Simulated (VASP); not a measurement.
Wanted: the native input for a VASP 6.6.1 run.

* Task: electrostatic potential
* Functional: r2SCAN
* Potentials or basis: VASP PAW PBE potentials, release 64 (Zn, O)
* Cutoff: 520 eV
* k mesh: 10 × 10 × 6
* Occupations: gaussian, width 0.02 eV
* Spin: no spin polarisation
* Further INCAR settings: ALGO = Normal; EDIFF = 1e-06

The structure of ZnO lies in POSCAR:

```
ZnO                                     
1.0
    3.2404978754     -0.0000000000      0.0000000000
   -1.6202489377      2.8063534828     -0.0000000000
    0.0000000000     -0.0000000000      5.2180415815
  Zn              O             
     2     2
Direct
     0.3333333300000021    0.6666666699999979    0.9986964189950233
     0.6666666699999979    0.3333333300000021    0.4986964189950234
     0.3333333300000021    0.6666666699999979    0.3783035810049790
     0.6666666699999979    0.3333333300000021    0.8783035810049792
```

The cell was built by a generator and needn't be a form met in nature.

One way to write it, as run:

INCAR

```
SYSTEM = ZnO
  PREC = Accurate
  ENCUT = 520
  EDIFF = 1E-6
  ISMEAR = 0
  SIGMA = 0.02
  LREAL = .FALSE.
  LASPH = .TRUE.
  NELM = 80
  ALGO = Normal
  ISIF = 2
  LWAVE = .FALSE.
  LCHARG = .TRUE.
  METAGGA = R2SCAN
  LMIXTAU = .TRUE.
  LVHAR = .TRUE.
```

KPOINTS

```
regular mesh
0
G
  10 10 6
  0 0 0
```

Potentials or basis: VASP PAW PBE potentials, release 64 (Zn, O).

Run with:

```sh
$ cat potpaw_PBE.64/Zn/POTCAR potpaw_PBE.64/O/POTCAR > POTCAR
$ mpirun -np 1 vasp_std > vasp.out
```

Results of the run:

| Property | Result |
| --- | --- |
| Pressure | 0.3 GPa |
| Largest force | 0.010 eV/Å |
| Band gap on the k mesh | 1.23 eV, direct |

Caveat: the PAW data sets were made with another functional, which shifts forces and pressure a little.

Run time: 100 s on 1 thread of Intel(R) Xeon(R) 6975P-C (Granite Rapids), on a shared host, peak memory 0.19 GiB.
